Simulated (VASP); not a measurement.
BeS: single point with PBE

BeS:

```
Be S
1.0
     0.00000    2.43792    2.43792
     2.43792    0.00000    2.43792
     2.43792    2.43792    0.00000
Be S
1 1
Direct
  0.00000 0.00000 0.00000
  0.25000 0.25000 0.25000
```

```json
{
  "Program": "VASP 6.6.1",
  "Task": "single point",
  "Functional": "PBE",
  "Potentials or basis": "VASP PAW PBE potentials, release 64 (Be, S)",
  "Cutoff": "520 eV",
  "k mesh": "8 × 8 × 8",
  "Occupations": "fermi-dirac, width 0.02 eV",
  "Spin": "no spin polarisation",
  "Dipole correction": "no",
  "Further INCAR settings": "ALGO = Normal; EDIFF = 1e-06; NBANDS = 11"
}
```

```yaml
Pressure: 0.0 GPa
Band_gap_on_the_k_mesh: 3.15 eV, indirect (least direct gap 5.68 eV)
```

Levels at points of the mesh, in eV from the valence-band top:
| k point | band 1 | band 2 | band 3 | band 4 | band 5 | band 6 | band 7 | band 8 | band 9 |
| --- | --- | --- | --- | --- | --- | --- | --- | --- | --- |
| (0.00, 0.00, 0.00) | -13.59 | 0.00 | 0.00 | 0.00 | 5.68 | 5.68 | 5.68 | 5.75 | 12.78 |
| (0.50, 0.00, 0.00) | -12.02 | -5.69 | -1.01 | -1.01 | 5.42 | 6.57 | 6.57 | 11.13 | 14.87 |
| (0.50, 0.50, 0.00) | -11.49 | -4.94 | -2.59 | -2.59 | 3.15 | 4.93 | 12.65 | 12.65 | 15.35 |

It took 5.6 s on 1 thread of Intel(R) Xeon(R) 6975P-C (Granite Rapids) (shared host), peak memory 0.15 GiB.

A k mesh can miss the band edges.
